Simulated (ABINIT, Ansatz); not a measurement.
# NaF (Villiaumite): G0W0 on several meshes in ABINIT

How does the mesh move the gap of NaF (Villiaumite)?

Program: ABINIT 10.8.3. Level of theory: PBE and many-body steps on it, plane waves. Results are calculated unless marked as measured.

The database entry behind the starting cell differs from later determinations by our own check (0.1 to 0.3 % short, probably kX units), so it need not match the best structure at ambient conditions.

### Step 1. The structure

It takes space group Fm-3m (No. 225, cubic). Conventional cell: a = 4.620 Å, b = 4.620 Å, c = 4.620 Å, α = 90.00°, β = 90.00°, γ = 90.00°. Nearest to Na lie 6 F at 2.31 Å. F has 6 Na at 2.31 Å nearest. Farther neighbours and most contacts between anions are not listed.

The cell and positions come from the Crystallography Open Database and are kept as given unless a step says otherwise.

### Step 2. Empty states on the mesh, 6×6×6 mesh, 463 bands

This step: ABINIT 10.8.3; DFT, PBE, plane waves, norm-conserving pseudopotentials.

The sums over transitions need many empty states on a uniform mesh; this step solves for them.

Input file run.abi:

```
acell 3*1.0 Angstrom
rprim 
  0.000000000000 2.310000000000 2.310000000000
  2.310000000000 0.000000000000 2.310000000000
  2.310000000000 2.310000000000 0.000000000000
ntypat 2
znucl 11 9
natom 2
typat 1 2
xred 
  0.000000000000 0.000000000000 0.000000000000
  0.500000000000 0.500000000000 0.500000000000
pp_dirpath "pseudos"
pseudos "Na.upf, F.upf"
ecut 38
ngkpt 6 6 6
nshiftk 1
shiftk 0 0 0
kptopt 1
chksymbreak 0
irdden 1
istwfk *1
nband 463
prtvol 0
optdriver 6
gwr_task "HDIAGO"
paral_kgb 0
occopt 1
indata_prefix "in"
outdata_prefix "out"
tmpdata_prefix "tmp"
```

Run with:

```
$ OMP_NUM_THREADS=1 mpirun -n 4 abinit run.abi > log
```

Log:

```text
.Version 10.8.3 of ABINIT. v10.8.2 released Aug 2026.

 Symmetries : space group Fm -3 m (#225); Bravais cF (face-center cubic)
[... echo of the input left out ...]
== DATASET  1 ==================================================================
-   mpi_nproc: 4, omp_nthreads: 1 (-1 if OMP is not activated)

--- !DatasetInfo
iteration_state: {dtset: 1, }
dimensions: {natom: 2, nkpt: 16, mband: 463, nsppol: 1, nspinor: 1, nspden: 1, mpw: 1874, }
cutoff_energies: {ecut:  38.0, pawecutdg:  -1.0, }
[...]
Direct band gap semiconductor
 Fundamental gap:     6.390 (eV)
   VBM:    -1.330 (eV) at k: [ 0.0000E+00,  0.0000E+00,  0.0000E+00]
   CBM:     5.060 (eV) at k: [ 0.0000E+00,  0.0000E+00,  0.0000E+00]
 Direct gap:         6.390 (eV) at k: [ 0.0000E+00,  0.0000E+00,  0.0000E+00]

== END DATASET(S) ==============================================================
================================================================================

 -outvars: echo values of variables after computation  --------
           etotal      0.0000000000E+00
            nband         463
             nkpt          16
          spgroup         225
 [... the other variables as echoed above ...]

 Calculation completed.
```

It took 19 s on 4 MPI ranks of Intel Xeon Platinum 8488C (Sapphire Rapids), shared host; peak memory 1.1 GiB; 74 s of CPU time.

Numbers from this step:

- gap: 6.390 eV
- k of the valence top: 0, 0, 0
- k of the conduction bottom: 0, 0, 0
- least direct gap: 6.390 eV
- k points computed: 16
- lowest point of the top converged band, above the valence top: 391.3185 eV

On this mesh the gap is 6.390 eV.

The density comes from a self-consistent run that is not shown.

### Step 3. Screening, 6×6×6 mesh, 190 bands, screening to 283 eV

The RPA dielectric matrix is built and inverted for each q.

This step: RPA screening on PBE, plane waves, norm-conserving pseudopotentials.

run.abi, as its differences from that of step 2:

```diff
@@ -20,10 +20,11 @@
 chksymbreak 0
-irdden 1
 istwfk *1
-nband 463
-prtvol 0
-optdriver 6
-gwr_task "HDIAGO"
-paral_kgb 0
 occopt 1
+irdwfk 1
+optdriver 3
+nband 190
+ecuteps 10.4
+inclvkb 2
+awtr 1
+symchi 1
 indata_prefix "in"
```

Log:

```text
.Version 10.8.3 of ABINIT. v10.8.2 released Aug 2026.

 Symmetries : space group Fm -3 m (#225); Bravais cF (face-center cubic)
[... echo of the input left out ...]
== DATASET  1 ==================================================================
-   mpi_nproc: 4, omp_nthreads: 1 (-1 if OMP is not activated)

--- !DatasetInfo
iteration_state: {dtset: 1, }
dimensions: {natom: 2, nkpt: 16, mband: 190, nsppol: 1, nspinor: 1, nspden: 1, mpw: 1874, }
cutoff_energies: {ecut:  38.0, pawecutdg:  -1.0, }
electrons: {nelect:   1.60000000E+01, charge:   0.00000000E+00, occopt:   1.00000000E+00, tsmear:   1.00000000E-02, }

 SCREENING: Calculation of the susceptibility and dielectric matrices

 Based on a program developped by R.W. Godby, V. Olevano, G. Onida, and L. Reining.
 Incorporated in ABINIT by V. Olevano, G.-M. Rignanese, and M. Torrent.
.Using double precision arithmetic ; gwpc =  8

[... cell and pseudopotentials left out ...]
--------------------------------------------------------------------------------

 ==== K-mesh for the wavefunctions ====
 Number of points in the irreducible wedge :    16
[... list of points left out ...]
 Together with 48 symmetry operations and time-reversal symmetry
 yields   216 points in the full Brillouin Zone.

 ==== Q-mesh for the screening function ====
 Number of points in the irreducible wedge :    16
[... list of points left out ...]
 Together with 48 symmetry operations and time-reversal symmetry
 yields   216 points in the full Brillouin Zone.

 setmesh: FFT mesh size selected  =    25x   25x   25
          total number of points  =        15625

 vcoul_init : cutoff-mode = AUXILIARY_FUNCTION
 q-points for optical limit:   1
     1)      0.000010    0.000020    0.000030

- screening: taking advantage of time-reversal symmetry
- Maximum band index for partially occupied states nbvw = 8
- Remaining bands to be divided among processors   nbcw = 182
- Number of bands treated by each node ~45

 Number of electrons calculated from density =   16.0000; Expected =   16.0000
 average of density, n =  0.096174
 r_s =    1.3540
 omega_plasma =   29.9147 [eV]

 calculating chi0 at frequencies [eV] :
  1    0.000000E+00    0.000000E+00
  2    0.000000E+00    2.991468E+01

--------------------------------------------------------------------------------
  q-point number  1        q = ( 0.000000, 0.000000, 0.000000) [r.l.u.]
--------------------------------------------------------------------------------
[... chi0 elements left out ...]
 For q-point:  0.000010 0.000020 0.000030
  dielectric constant =   1.7986
  dielectric constant without local fields =   1.9010

  Average fulfillment of the sum rule on Im[epsilon] for q-point    1 :     83.19  [%]
[... wings left out ...]
  q-point number  2        q = ( 0.166667, 0.000000, 0.000000) [r.l.u.]
--------------------------------------------------------------------------------
[... chi0 elements left out ...]
  Average fulfillment of the sum rule on Im[epsilon] for q-point    2 :     94.18  [%]

 [... 14 further q-points ...]
```

Elapsed: 2.5 min, on 4 MPI ranks; peak memory 1.4 GiB.

This step gave:

* ε∞ with local fields, on this mesh, along the program's q direction: 1.799
* the same without local fields: 1.901
* plasma frequency: 29.91 eV
* plane waves in the screening matrix: 283

Local fields lower ε∞ by 5 %.

### Step 4. 6×6×6

The self-energy is evaluated for the states that the input lists, and the levels follow from it, in one-shot runs by the linearised quasiparticle equation.

This step: G0W0 on PBE, plane waves, norm-conserving pseudopotentials.

run.abi, as its differences from that of step 3:

```diff
@@ -23,8 +23,15 @@
 irdwfk 1
-optdriver 3
+optdriver 4
 nband 190
+gwcalctyp 0
+ecutsigx 38
+symsigma 1
+nkptgw 1
+kptgw 
+  0.0000000000 0.0000000000 0.0000000000
+bdgw 
+  6 12
 ecuteps 10.4
-inclvkb 2
-awtr 1
-symchi 1
+irdscr 1
+ppmodel 1
 indata_prefix "in"
```

Log:

```text
.Version 10.8.3 of ABINIT. v10.8.2 released Aug 2026.

 Symmetries : space group Fm -3 m (#225); Bravais cF (face-center cubic)
[... echo of the input left out ...]
== DATASET  1 ==================================================================
-   mpi_nproc: 4, omp_nthreads: 1 (-1 if OMP is not activated)

--- !DatasetInfo
iteration_state: {dtset: 1, }
dimensions: {natom: 2, nkpt: 16, mband: 190, nsppol: 1, nspinor: 1, nspden: 1, mpw: 1874, }
cutoff_energies: {ecut:  38.0, pawecutdg:  -1.0, }
electrons: {nelect:   1.60000000E+01, charge:   0.00000000E+00, occopt:   1.00000000E+00, tsmear:   1.00000000E-02, }

 SIGMA: Calculation of the GW corrections

 Based on a program developped by R.W. Godby, V. Olevano, G. Onida, and L. Reining.
 Incorporated in ABINIT by V. Olevano, G.-M. Rignanese, and M. Torrent.
.Using double precision arithmetic ; gwpc =  8

[... cell and pseudopotentials left out ...]
--------------------------------------------------------------------------------

 ==== K-mesh for the wavefunctions ====
 Number of points in the irreducible wedge :    16
[... list of points left out ...]
 Together with 48 symmetry operations and time-reversal symmetry
 yields   216 points in the full Brillouin Zone.

 ==== Q-mesh for screening function ====
 Number of points in the irreducible wedge :    16
[... list of points left out ...]
 Together with 48 symmetry operations and time-reversal symmetry
 yields   216 points in the full Brillouin Zone.

 vcoul_init : cutoff-mode = AUXILIARY_FUNCTION
 q-points for optical limit:   1
     1)      0.000010    0.000020    0.000030
 setmesh: FFT mesh size selected  =    36x   36x   36
          total number of points  =        46656

 Number of electrons calculated from density =   16.0000; Expected =   16.0000
 average of density, n =  0.096174
 r_s =    1.3540
 omega_plasma =   29.9147 [eV]

 === KS Band Gaps ===
  >>>> For spin  1
   Minimum direct gap =   6.3895 [eV], located at k-point      :   0.0000  0.0000  0.0000
   Fundamental gap    =   6.3895 [eV], Top of valence bands at :   0.0000  0.0000  0.0000
                                       Bottom of conduction at :   0.0000  0.0000  0.0000
 SIGMA fundamental parameters:
 PLASMON POLE MODEL  1
 number of plane-waves for SigmaX                 1837
 number of plane-waves for SigmaC and W            283
 number of plane-waves for wavefunctions          1837
 number of bands                                   190
 number of independent spin polarizations            1
 number of spinorial components                      1
 number of k-points in IBZ                          16
 number of q-points in IBZ                          16
 number of symmetry operations                      48
 number of k-points in BZ                          216
 number of q-points in BZ                          216
 number of frequencies for dSigma/dE                 9
 frequency step for dSigma/dE [eV]                0.25
 number of omega for Sigma on real axis              0
 max omega for Sigma on real axis  [eV]           0.00
 zcut for avoiding poles [eV]                     0.10

 EPSILON^-1 parameters (SCR file):
 dimension of the eps^-1 matrix on file            283
 dimension of the eps^-1 matrix used               283
 number of plane-waves for wavefunctions          1837
 number of bands                                   190
 number of q-points in IBZ                          16
 number of frequencies                               2
 number of real frequencies                          1
 number of imag frequencies                          1

 matrix elements of self-energy operator (all in [eV])

 Perturbative Calculation

--- !SelfEnergy_ee
iteration_state: {dtset: 1, }
kpoint     : [   0.000,    0.000,    0.000, ]
spin       : 1
KS_gap     :    6.390
QP_gap     :   10.637
Delta_QP_KS:    4.248
data: !SigmaeeData |
     Band     E0 <VxcDFT>   SigX SigC(E0)      Z dSigC/dE  Sig(E)    E-E0       E
        6  -1.330 -22.508 -30.235   4.215   0.823  -0.215 -25.397  -2.889  -4.219
        7  -1.330 -22.508 -30.235   4.215   0.823  -0.215 -25.397  -2.889  -4.219
        8  -1.330 -22.508 -30.235   4.215   0.823  -0.215 -25.397  -2.889  -4.219
        9   5.060  -9.465  -5.324  -2.639   0.904  -0.106  -8.107   1.359   6.419
       10  17.827  -7.169  -2.170  -3.234   0.902  -0.108  -5.576   1.593  19.420
       11  17.827  -7.169  -2.170  -3.234   0.902  -0.108  -5.576   1.593  19.420
       12  17.827  -7.169  -2.170  -3.234   0.902  -0.108  -5.576   1.593  19.420

== END DATASET(S) ==============================================================
================================================================================

 -outvars: echo values of variables after computation  --------
           etotal      0.0000000000E+00
            nband         190
             nkpt          16
          spgroup         225
 [... the other variables as echoed above ...]

 Calculation completed.
```

Run time: 18 s. Hardware: 4 MPI ranks; peak memory 1.5 GiB; 73 s of CPU time.

This step gave:

* G0W0 gap on the points computed: 10.64 eV
* starting gap on the mesh: 6.390 eV
* k of the valence top: 0, 0, 0
* k of the conduction bottom: 0, 0, 0
* Z at the valence top: 0.823
* Z at the conduction bottom: 0.904
* least direct G0W0 gap on the computed points: 10.64 eV

The gap on the mesh goes from 6.39 eV to 10.64 eV, a correction of +4.25 eV.

### Step 5. Empty states on the mesh, 4×4×4 mesh, 198 bands

This step: DFT, PBE, plane waves, norm-conserving pseudopotentials.

run.abi, as its differences from that of step 4:

```diff
@@ -15,3 +15,3 @@
 ecut 38
-ngkpt 6 6 6
+ngkpt 4 4 4
 nshiftk 1
@@ -20,18 +20,10 @@
 chksymbreak 0
+irdden 1
 istwfk *1
+nband 198
+prtvol 0
+optdriver 6
+gwr_task "HDIAGO"
+paral_kgb 0
 occopt 1
-irdwfk 1
-optdriver 4
-nband 190
-gwcalctyp 0
-ecutsigx 38
-symsigma 1
-nkptgw 1
-kptgw 
-  0.0000000000 0.0000000000 0.0000000000
-bdgw 
-  6 12
-ecuteps 10.4
-irdscr 1
-ppmodel 1
 indata_prefix "in"
```

Log:

```text
[banner, memory and clock lines left out]
.Version 10.8.3 of ABINIT. v10.8.2 released Aug 2026.

 Symmetries : space group Fm -3 m (#225); Bravais cF (face-center cubic)
[... echo of the input left out ...]
== DATASET  1 ==================================================================
-   mpi_nproc: 4, omp_nthreads: 1 (-1 if OMP is not activated)

--- !DatasetInfo
iteration_state: {dtset: 1, }
dimensions: {natom: 2, nkpt: 8, mband: 198, nsppol: 1, nspinor: 1, nspden: 1, mpw: 1880, }
cutoff_energies: {ecut:  38.0, pawecutdg:  -1.0, }
[...]
Integrated=    1.6000E+01

 === KS gaps after direct diagonalization ===
 Direct band gap semiconductor
 Fundamental gap:     6.390 (eV)
   VBM:    -1.330 (eV) at k: [ 0.0000E+00,  0.0000E+00,  0.0000E+00]
   CBM:     5.060 (eV) at k: [ 0.0000E+00,  0.0000E+00,  0.0000E+00]
 Direct gap:         6.390 (eV) at k: [ 0.0000E+00,  0.0000E+00,  0.0000E+00]

== END DATASET(S) ==============================================================

 -outvars: echo values of variables after computation  --------
           etotal      0.0000000000E+00
            nband         198
             nkpt           8
          spgroup         225
 [... the other variables as echoed above ...]

 Calculation completed.
```

Run time: 11 s. Hardware: 4 MPI ranks; peak memory 0.94 GiB.

This step gave:

```yaml
gap: 6.390 eV
k_of_the_valence_top: 0, 0, 0
k_of_the_conduction_bottom: 0, 0, 0
least_direct_gap: 6.390 eV
k_points_computed: 8
lowest_point_of_the_top_converged_band_above_the_valence_top: 209.1668 eV
```

On this mesh the gap is 6.390 eV.

### Step 6. Screening, 4×4×4 mesh, 190 bands, screening to 283 eV

This step: RPA screening on PBE, plane waves, norm-conserving pseudopotentials.

run.abi, as its differences from that of step 5:

```diff
@@ -20,10 +20,11 @@
 chksymbreak 0
-irdden 1
 istwfk *1
-nband 198
-prtvol 0
-optdriver 6
-gwr_task "HDIAGO"
-paral_kgb 0
 occopt 1
+irdwfk 1
+optdriver 3
+nband 190
+ecuteps 10.4
+inclvkb 2
+awtr 1
+symchi 1
 indata_prefix "in"
```

Log:

```text
.Version 10.8.3 of ABINIT. v10.8.2 released Aug 2026.

 Symmetries : space group Fm -3 m (#225); Bravais cF (face-center cubic)
[... echo of the input left out ...]
== DATASET  1 ==================================================================
-   mpi_nproc: 4, omp_nthreads: 1 (-1 if OMP is not activated)

--- !DatasetInfo
iteration_state: {dtset: 1, }
dimensions: {natom: 2, nkpt: 8, mband: 190, nsppol: 1, nspinor: 1, nspden: 1, mpw: 1880, }
cutoff_energies: {ecut:  38.0, pawecutdg:  -1.0, }
electrons: {nelect:   1.60000000E+01, charge:   0.00000000E+00, occopt:   1.00000000E+00, tsmear:   1.00000000E-02, }

 SCREENING: Calculation of the susceptibility and dielectric matrices

 Based on a program developped by R.W. Godby, V. Olevano, G. Onida, and L. Reining.
 Incorporated in ABINIT by V. Olevano, G.-M. Rignanese, and M. Torrent.
.Using double precision arithmetic ; gwpc =  8

[... cell and pseudopotentials left out ...]
--------------------------------------------------------------------------------

 ==== K-mesh for the wavefunctions ====
 Number of points in the irreducible wedge :     8
[... list of points left out ...]
 Together with 48 symmetry operations and time-reversal symmetry
 yields    64 points in the full Brillouin Zone.

 ==== Q-mesh for the screening function ====
 Number of points in the irreducible wedge :     8
[... list of points left out ...]
 Together with 48 symmetry operations and time-reversal symmetry
 yields    64 points in the full Brillouin Zone.

 setmesh: FFT mesh size selected  =    25x   25x   25
          total number of points  =        15625

 vcoul_init : cutoff-mode = AUXILIARY_FUNCTION
 q-points for optical limit:   1
     1)      0.000010    0.000020    0.000030

- screening: taking advantage of time-reversal symmetry
- Maximum band index for partially occupied states nbvw = 8
- Remaining bands to be divided among processors   nbcw = 182
- Number of bands treated by each node ~45

 Number of electrons calculated from density =   16.0000; Expected =   16.0000
 average of density, n =  0.096174
 r_s =    1.3540
 omega_plasma =   29.9147 [eV]

 calculating chi0 at frequencies [eV] :
  1    0.000000E+00    0.000000E+00
  2    0.000000E+00    2.991468E+01

--------------------------------------------------------------------------------
  q-point number  1        q = ( 0.000000, 0.000000, 0.000000) [r.l.u.]
--------------------------------------------------------------------------------
[... chi0 elements left out ...]
 For q-point:  0.000010 0.000020 0.000030
  dielectric constant =   1.8000
  dielectric constant without local fields =   1.9025

  Average fulfillment of the sum rule on Im[epsilon] for q-point    1 :     83.20  [%]
[... wings left out ...]
  q-point number  2        q = ( 0.250000, 0.000000, 0.000000) [r.l.u.]
--------------------------------------------------------------------------------
[... chi0 elements left out ...]
  Average fulfillment of the sum rule on Im[epsilon] for q-point    2 :     91.96  [%]

 [... 6 further q-points ...]
```

Run time: 21 s. Hardware: 4 MPI ranks; peak memory 0.82 GiB.

This step gave:

* ε∞ with local fields, on this mesh, along the program's q direction: 1.8
* the same without local fields: 1.903
* plasma frequency: 29.91 eV
* plane waves in the screening matrix: 283

(Continued in part 2 of 2.)

[Paths, hosts, dates, memory and timing lines, banners, echoed tables and standing remarks are left out of the program output.]

[Logs are printed without paths, hosts, clocks, repeated set-up lines and the standing remarks that a program may print on its own settings, such as how far it seeks lower states.]

[Runs of the session that timed out or met a known fault of the program may be left out.]

[Hosts, paths, dates, database ids (printed as entryN), source tags and the programs' standing remarks are cut or masked in the printed files.]

[G0W0 gaps are taken among the corrected bands and points alone; a level outside them can change the order at an edge.]

[Where Ansatz stands beside ABINIT at settings called matched, ABINIT's density can come from a denser mesh and the files from another edition; pairs whose starting gaps differed by over 0.03 eV were left out, so agreement reads better than it is.]
